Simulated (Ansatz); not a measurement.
Sn:

```
CELL_PARAMETERS angstrom
-1.72654 1.77555 2.33834
1.72654 -1.77555 2.33834
1.72654 1.77555 -2.33834
ATOMIC_POSITIONS crystal
Sn 0.00000 0.00000 0.00000
```

This isn't the form of Sn at room conditions, which is tetragonal (white tin).

| Property | Result |
| --- | --- |
| Program | Ansatz 0.2.0 |
| Task | relaxation of cell and atoms |
| Functional | PBEsol |
| Dispersion | D3(BJ) |
| Potentials or basis | Ansatz PAW |
| Cutoff | 420 eV (not typed: the program's choice for these potentials) |
| k mesh | 11 × 11 × 11 |
| Occupations | fermi-dirac, width 0.05 eV |
| Spin | no spin polarisation |

At the start: volume 28.67 Å³/atom.

**Question.** How do energy, volume and symmetry change on relaxing?

**Answer.** It ends after 6 steps and the volume is 25.39 Å³/atom (-11.4 %); space group I4/mmm (No. 139, to 0.05 Å).

The path:
| step | energy change (eV) | largest force (eV/Å) | volume (Å³) |
| --- | --- | --- | --- |
| 1 | 0.0000 | 0.0000 | 28.67 |
| 2 | -0.0684 | 0.0000 | 25.38 |
| 3 | -0.0690 | 0.0000 | 25.37 |
| 4 | -0.0690 | 0.0000 | 25.39 |
| 5 | -0.0691 | 0.0000 | 25.39 |
| 6 | -0.0685 | 0.0000 | 25.39 |

Final structure:
```xyz
1
Lattice="-1.6725 1.6725 2.2691 1.6725 -1.6725 2.2691 1.6725 1.6725 -2.2691" Properties=species:S:1:pos:R:3 pbc="T T T"
Sn    0.0000    0.0000    0.0000
```

Caveat: the plane-wave basis is chosen anew once the cell has moved, so the energies of steps on either side of that aren't comparable; pairwise dispersion overbinds metals, which lowers pressure and volume; the PAW data sets come from PBE, with cores solved anew for the run's functional, which leaves a small shift of forces and pressure.
